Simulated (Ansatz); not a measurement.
**MnS under changes of volume**

One of the cells (15.435 Å³/atom); the others are scaled copies at fixed shape and fractional positions:

```
Mn S
1.0
     0.00000    2.48984    2.48984
     2.48984    0.00000    2.48984
     2.48984    2.48984    0.00000
Mn S
1 1
Direct
  0.00000 0.00000 0.00000
  0.75000 0.75000 0.75000
```

The cell is a database's computed one.

| Item | Value |
| --- | --- |
| Program | Ansatz 0.2.0 |
| Functional | LDA |
| Potentials or basis | all-electron LAPW, scalar-relativistic |
| Cutoff | 338 eV (chosen from the basis error) |
| Basis error allowed | 0.001 eV/atom |
| k mesh | 9 × 9 × 9 |
| Occupations | fermi-dirac, width 0.05 eV |
| Spin | collinear spin, ferromagnetic start |
| Starting moments | [4.0, 0.0] μB |

| volume (Å³/atom) | energy over the lowest point (meV/atom) | pressure (GPa) |
| --- | --- | --- |
| 14.830 | 0.00 | -4.2 |
| 15.133 | 10.58 | -6.9 |
| 15.435 | 26.09 | -9.4 |
| 15.738 | 46.01 | -11.6 |
| 16.041 | ? | ? |

Problem. What does the run at 16.041 Å³/atom give?

Solution. Energy over the lowest point 69.86 meV/atom; pressure -13.5 GPa.

Worked out: A Birch-Murnaghan fit of order 2 (a polynomial in V^(-2/3)) to the other rows has its minimum at 14.42 Å³/atom, just outside them, with B0 = V·E''(V) = 158 GPa. It gives 69.96 meV/atom at 16.041 Å³/atom, against the run's 69.86, and -dE/dV = -13.6 GPa, against -13.5.

Energies are extrapolated to zero smearing.

Caveats: the moment fell far below its start of 4 μB, so a state of higher moment may lie lower in energy; the starting moments weren't kept.
